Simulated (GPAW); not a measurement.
Crystal: AlNi.

```
CELL_PARAMETERS angstrom
1.93869 -1.95319 0.00000
1.93869 1.95319 0.00000
0.00000 0.00000 3.09943
ATOMIC_POSITIONS crystal
Ni 0.50000 0.50000 0.50000
Al 0.00000 0.00000 0.00000
```

The cell comes from a database or a generator and needn't be the stable form of this composition.

Base run:

* Program: GPAW 26.7.0
* Functional: PBEsol
* Potentials or basis: PAW data sets generated in the run's folder for this functional
* Cutoff: 600 eV
* Basis: pw
* k mesh: 7 × 7 × 6
* Occupations: fermi-dirac, width 0.05 eV
* Spin: collinear spin, ferromagnetic start
* Starting moments: [1.0, 0.0] μB
* Hubbard terms: Ni d U = 6 eV

Its results: pressure -1.5 GPa; net moment 0.27 μB per cell; site moments Ni +0.35; Al -0.01 μB.

Question: The run is repeated on the same cell with these changes: hubbard terms from Ni d U = 6 eV to Ni d U = 8 eV. What comes out?

Answer: Pressure 1.8 GPa; net moment 0.42 μB per cell; site moments Ni +0.56; Al -0.03 μB.

Caveats: the stock nickel data set gives pressures a few GPa off other programs; the U is typed as a test and isn't derived for this compound.

Not every run made on this cell is shown here.
